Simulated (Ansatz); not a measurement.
MgAl$_{2}$O$_{4}$:
```yaml
crystal:
  lattice:
    - [0.00000, 4.04209, 4.04209]
    - [4.04209, 0.00000, 4.04209]
    - [4.04209, 4.04209, 0.00000]
  atoms:
    - { symbol: Mg, position: [0.50000, 0.50000, 0.50000] }
    - { symbol: Mg, position: [0.75000, 0.75000, 0.75000] }
    - { symbol: Al, position: [0.12500, 0.12500, 0.12500] }
    - { symbol: Al, position: [0.62500, 0.12500, 0.12500] }
    - { symbol: Al, position: [0.12500, 0.12500, 0.62500] }
    - { symbol: Al, position: [0.12500, 0.62500, 0.12500] }
    - { symbol: O, position: [0.88858, 0.88858, 0.88858] }
    - { symbol: O, position: [0.91575, 0.36142, 0.36142] }
    - { symbol: O, position: [0.88858, 0.88858, 0.33425] }
    - { symbol: O, position: [0.36142, 0.91575, 0.36142] }
    - { symbol: O, position: [0.33425, 0.88858, 0.88858] }
    - { symbol: O, position: [0.36142, 0.36142, 0.36142] }
    - { symbol: O, position: [0.88858, 0.33425, 0.88858] }
    - { symbol: O, position: [0.36142, 0.36142, 0.91575] }
```

Relaxed with r²SCAN.

Question: Give the Bader charges and basin volumes of the independent atoms, DFT-r²SCAN in the program Ansatz with PAW potentials.

Answer: 

```json
[
 {"atom": "Mg1", "Bader charge (e)": "+1.74", "Bader volume (Å³)": "5.0"},
 {"atom": "Al3", "Bader charge (e)": "+2.59", "Bader volume (Å³)": "3.2"},
 {"atom": "O7", "Bader charge (e)": "-1.73", "Bader volume (Å³)": "13.7"}
]
```

Space group Fd-3m (spinel). Symmetry was held in the r²SCAN relaxation.

Potentials: the later of the program's two PAW sets.
